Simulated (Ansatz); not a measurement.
**P interstitial in BP**

These are results of DFT PBE, scalar-relativistic, plane waves, PAW (Ansatz), not measurements. (420 eV cutoff, 4×4×4 k-mesh, Gaussian smearing of 0.01 eV, collinear spin in charge 0, +2 alone)

Host crystal, relaxed:

```
CELL_PARAMETERS angstrom
0.00000 2.27410 2.27410
2.27410 0.00000 2.27410
2.27410 2.27410 0.00000
ATOMIC_POSITIONS crystal
B 0.00000 0.00000 0.00000
P 0.25000 0.25000 0.25000
```

Supercell of 16 atoms, rows in host cell vectors: 0 -2 2; 0 0 2; -2 0 2. Atoms relax at the host's cell, keeping the symmetry that the supercell leaves at the site. The cell is small, so energies carry finite-size errors of tenths of an eV. The host's Kohn–Sham gap is 1.25 eV. Atoms are taken from and returned to the elements' standard states. Charged cells are corrected for image charges with the computed static dielectric tensor (mean 9.3) and aligned with the host's potential at far atoms (alignment terms reach 2.12 eV; the program doubts the alignment in some charges, where it is up to 2.12 eV). No band-filling term is added, and the Fermi level counts from the host's valence band top.

Starting moments were lost in some runs.

Defect: P interstitial at (0.500, 0.500, 0.500) of the host cell.

Q: What is the formation energy of the neutral defect?

A: 10.74 eV.

Q: Does the neutral defect carry a moment, and how do its surroundings relax?

A: It adds no moment. The nearest neighbours before are 4 P at 1.97 Å, 6 B at 2.27 Å; after relaxation the atoms near the site are 4 P at 2.12 Å, 6 B at 2.31 Å; the largest move is 0.15 Å.

Q: Charges +2, +1, 0 were computed. Which is stable where in the gap?

A: Among the charges computed the stable one is +2 at the valence band top, changing to +1 at 0.01 eV, changing to 0 at 0.78 eV. In charge +2, +1, 0 the cell has partly filled bands: a level of the defect may be part filled, the carrier may sit in the host's bands, or levels may cross between the k points, so transitions that involve it are doubtful. Without the alignment that the program doubts, the level (+1/0) would lie at 1.93 eV, outside the gap, so these runs don't decide whether the defect changes charge there. Other sites of the defect weren't tried. Levels between neighbouring charges: (+2/+1) 0.01 eV, (+1/0) 0.78 eV.